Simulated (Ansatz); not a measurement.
A run of Ansatz 0.2.0 is set up as follows.

The input input.yaml:

```yaml
crystal:
  lattice:
    - [5.605, 0.0, 0.0]
    - [0.0, 5.605, 0.0]
    - [0.0, 0.0, 5.605]
  atoms:
    - { symbol: Pb, position: [0.5, 0.5, 0.5] }
    - { symbol: Cs, position: [0.0, 0.0, 0.0] }
    - { symbol: Cl, position: [0.5, 0.0, 0.5] }
    - { symbol: Cl, position: [0.0, 0.5, 0.5] }
    - { symbol: Cl, position: [0.5, 0.5, 0.0] }
hamiltonian:
  xc: r2scan
  pseudopotentials: { kind: paw }
kpoints:
  mp_grid: { grid: [5, 5, 5] }
  band_path:
    path:
      - [[0.0, 0.0, 0.0], [0.0, 0.5, 0.0], [0.5, 0.5, 0.0], [0.0, 0.0, 0.0], [0.5, 0.5, 0.5], [0.0, 0.5, 0.0]]
      - [[0.5, 0.5, 0.0], [0.5, 0.5, 0.5]]
    npoints: 14
scf:
  occupations: { method: fermi_dirac, width: 0.05 }
  n_extra_bands: 12
output:
  forces: true
  stress: true
  eigenvalues: true
  fatbands: false
```

Potentials or basis: Ansatz PAW.

Command:

```console
$ ansatz run input.yaml --threads 2 --pin off --max-ram 5632MiB --backend cpu --events-out ev --progress --plain --runs-dir out
```

Question: Predict the band gap along the path.

Answer: 2.29 eV, direct.

Question: Estimate the pressure.

Answer: 1.0 GPa.

Levels at the corners of the path, in eV from the valence-band top:
```tsv
point	band 20	band 21	band 22	band 23	band 24	band 25
Γ	-2.76	-2.76	-2.76	3.79	4.59	4.59
X	-2.87	-2.87	-1.80	3.41	5.11	5.53
M	-2.98	-2.44	-0.87	2.89	2.89	5.30
Γ	-2.76	-2.76	-2.76	3.79	4.59	4.59
R	-2.43	-2.43	0.00	2.29	2.29	2.29
X	-2.87	-2.87	-1.80	3.41	5.11	5.53
M	-2.98	-2.44	-0.87	2.89	2.89	5.30
R	-2.43	-2.43	0.00	2.29	2.29	2.29
```

Caveat: spin-orbit coupling is left out, which moves the levels of the heavy elements; the PAW data sets come from PBE, with cores solved anew for the run's functional, which leaves a small shift of forces and pressure.
